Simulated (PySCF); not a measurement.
The vertical singlet excitations below were computed for one of the candidates. Method: TDDFT PBE0/def2-SVPD, vertical, gas phase, core orbitals frozen in the response (PySCF 2.14.0, density-fitted response routines). Geometries: PBE0-D3(BJ)/def2-SVP, one conformer each.

| state | λ (nm) | f |
| --- | --- | --- |
| S1 | 176.9 | 0.011 |
| S2 | 173.2 | 0.0039 |
| S3 | 158.1 | 0.016 |
| S4 | 155.4 | 0.0031 |
| S5 | 147.9 | 0.032 |
| S6 | 144.4 | 0.085 |
| S7 | 143.4 | 0.0043 |
| S8 | 141.8 | 0.011 |
| S9 | 136.7 | 0.019 |
| S10 | 136.2 | 0.048 |

Triplets computed (Tamm–Dancoff): 6.80, 6.85, 7.65, 7.74 eV.

**Question.** Which structure fits?
A. `O=CN([SiH3])[SiH3]` (CH7NOSi2)
B. `OCCO` (C2H6O2)
C. `N(/C)=C\C=O` (C3H5NO)
D. `N(C=O)=C` (C2H3NO)
E. `O=COC=O` (C2H2O3)

**Answer.** B. Its S1, at 7.01 eV, is the highest among the candidates; the nearest of the others has S1 at 5.52 eV. S1 is HOMO→LUMO (92%). Löwdin shares by element: HOMO oxygen 62% or more, carbon 22%, hydrogen 8% or more; LUMO oxygen 34% or more, hydrogen 27% or more, carbon 16% or more (atoms not listed hold the other 23%). At the same level the other candidates give, for their lowest levels:
- `O=CN([SiH3])[SiH3]`: 225 nm (f 0.000); 185 nm (f 0.020); 184 nm (f 0.001); 173 nm (f 0.091); 164 nm (f 0.033); T1 4.97 eV; HOMO -8.09, LUMO -0.33 eV
- `C=NC=O`: 289 nm (f 0.004); 242 nm (f 0.001); 212 nm (f 0.020); 177 nm (f 0.040); 163 nm (f 0.069); T1 3.72 eV; HOMO -7.82, LUMO -1.66 eV
- `O=COC=O`: 261 nm (f 0.002); 218 nm (f 0.000); 178 nm (f 0.000); 165 nm (f 0.134); 157 nm (f 0.007); T1 4.22 eV; HOMO -8.48, LUMO -1.67 eV
- `C/N=C/C=O`: 364 nm (f 0.000); 297 nm (f 0.001); 190 nm (f 0.473); 185 nm (f 0.000); 166 nm (f 0.000); T1 2.81 eV; HOMO -7.70, LUMO -2.31 eV

The values belong to the conformer `[OH:1][CH2:2][CH2:3][OH:4]`: O1–C2–C3–O4 58°, H–O1–C2–C3 -165°, H–O4–C3–C2 -47°.
